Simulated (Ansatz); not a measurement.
# Straining SnO2

The calculation used DFT LDA, scalar-relativistic, plane waves, PAW (Ansatz). Run with 420 eV cutoff, 6×6×6 k-mesh, Gaussian smearing of 0.02 eV, no spin polarisation.

Reference structure (relaxed):

```xyz
12
Lattice="-3.1904 3.3392 3.3392 3.1904 -3.3392 3.3392 3.1904 3.3392 -3.3392" Properties=species:S:1:pos:R:3 pbc="T T T"
Sn    0.0000    5.0088    1.6692
Sn    3.1904   -1.6696    1.6700
Sn    1.5952    1.6696    1.6696
Sn   -1.5952    1.6696    1.6696
O     1.5955    1.6696   -0.3744
O     3.1904    2.9648    1.6700
O     4.7854    1.6696   -0.3744
O     3.1904    0.3744    1.6700
O     0.0000    2.9648    1.6692
O     0.0000    0.3744    1.6692
O    -1.5949    1.6696    3.7137
O     1.5949    1.6696    3.7137
```

Deformation: biaxial strain in the a-b plane, with the length and tilt of c and the atoms relaxed, all within the symmetry that the strain leaves. Energies are extrapolated to zero smearing. Gaps are Kohn–Sham gaps over the whole zone.

| strain (%) | ΔE (meV/atom) | a (Å) | b (Å) | c (Å) | gap (eV) |
| --- | --- | --- | --- | --- | --- |
| -2.0 | 11.2 | 5.585 | 5.585 | 5.715 | 1.40 |
| -1.0 | 2.7 | 5.642 | 5.642 | 5.706 | 1.28 |
| +0.0 | 0.0 | 5.699 | 5.699 | 5.699 | 1.16 |
| +1.0 | 2.6 | 5.756 | 5.756 | 5.693 | 1.04 |
| +2.0 | 10.1 | 5.813 | 5.813 | 5.689 | 0.92 |

(1) What stiffness (1/V) d²E/dε² at zero strain does a cubic fit over all points give?

(2) How does the free axis c answer a small strain?

(3) How fast does the gap move with strain on either side?

Results:

(1) A cubic fit gives (1/V) d²E/dε² = 719 GPa at zero strain (twice the biaxial modulus).

(2) Between the innermost points its strain is -0.11 times the applied one.

(3) -121 meV per percent on the compressed side and -121 meV per percent on the stretched side.

Cost: 5 runs of about 21 core-minutes in all, on Arm Neoverse V1 (shared hosts).